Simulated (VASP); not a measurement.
A run of VASP 6.6.1 is set up as follows.

The input INCAR:

```
  ALGO = Fast
  EDIFF = 1E-7
  ENCUT = 650
  ISIF = 2
  ISMEAR = 0
  KPAR = 2
  LASPH = True
  LCHARG = False
  LREAL = Auto
  LWAVE = False
  NBANDS = 261
  NCORE = 1
  NELM = 120
  PREC = Accurate
  SIGMA = 0.05
```

File KPOINTS:

```
k-points
0
Gamma
  2 2 2
```

The input POSCAR:

```
GaP
1.0
    0.0000000000      8.1757500000      8.1757500000
    8.1757500000      0.0000000000      8.1757500000
    8.1757500000      8.1757500000      0.0000000000
Ga P
27 27
Direct
    0.0000000000      0.0000000000      0.0000000000
    0.0000000000      0.0000000000      0.3333333333
    0.0000000000      0.0000000000      0.6666666667
    0.0000000000      0.3333333333      0.0000000000
    0.0000000000      0.3333333333      0.3333333333
    0.0000000000      0.3333333333      0.6666666667
    0.0000000000      0.6666666667      0.0000000000
    0.0000000000      0.6666666667      0.3333333333
    0.0000000000      0.6666666667      0.6666666667
    0.3333333333      0.0000000000      0.0000000000
    0.3333333333      0.0000000000      0.3333333333
    0.3333333333      0.0000000000      0.6666666667
    0.3333333333      0.3333333333      0.0000000000
    0.3333333333      0.3333333333      0.3333333333
    0.3333333333      0.3333333333      0.6666666667
    0.3333333333      0.6666666667      0.0000000000
    0.3333333333      0.6666666667      0.3333333333
    0.3333333333      0.6666666667      0.6666666667
    0.6666666667      0.0000000000      0.0000000000
    0.6666666667      0.0000000000      0.3333333333
    0.6666666667      0.0000000000      0.6666666667
    0.6666666667      0.3333333333      0.0000000000
    0.6666666667      0.3333333333      0.3333333333
    0.6666666667      0.3333333333      0.6666666667
    0.6666666667      0.6666666667      0.0000000000
    0.6666666667      0.6666666667      0.3333333333
    0.6666666667      0.6666666667      0.6666666667
    0.2500000000      0.2500000000      0.2500000000
    0.2500000000      0.2500000000      0.5833333333
    0.2500000000      0.2500000000      0.9166666667
    0.2500000000      0.5833333333      0.2500000000
    0.2500000000      0.5833333333      0.5833333333
    0.2500000000      0.5833333333      0.9166666667
    0.2500000000      0.9166666667      0.2500000000
    0.2500000000      0.9166666667      0.5833333333
    0.2500000000      0.9166666667      0.9166666667
    0.5833333333      0.2500000000      0.2500000000
    0.5833333333      0.2500000000      0.5833333333
    0.5833333333      0.2500000000      0.9166666667
    0.5833333333      0.5833333333      0.2500000000
    0.5833333333      0.5833333333      0.5833333333
    0.5833333333      0.5833333333      0.9166666667
    0.5833333333      0.9166666667      0.2500000000
    0.5833333333      0.9166666667      0.5833333333
    0.5833333333      0.9166666667      0.9166666667
    0.9166666667      0.2500000000      0.2500000000
    0.9166666667      0.2500000000      0.5833333333
    0.9166666667      0.2500000000      0.9166666667
    0.9166666667      0.5833333333      0.2500000000
    0.9166666667      0.5833333333      0.5833333333
    0.9166666667      0.5833333333      0.9166666667
    0.9166666667      0.9166666667      0.2500000000
    0.9166666667      0.9166666667      0.5833333333
    0.9166666667      0.9166666667      0.9166666667
```

Potentials or basis: VASP PAW LDA potentials, release 64 (Ga_d, P).

Run with:

```sh
$ cat potpaw_LDA.64/Ga_d/POTCAR potpaw_LDA.64/P/POTCAR > POTCAR
$ mpirun -np 4 vasp_std > vasp.out
```

(1) Estimate the band gap on the k mesh.

(2) Predict the pressure.

## Answers

(1) 1.49 eV.

(2) -2.7 GPa.
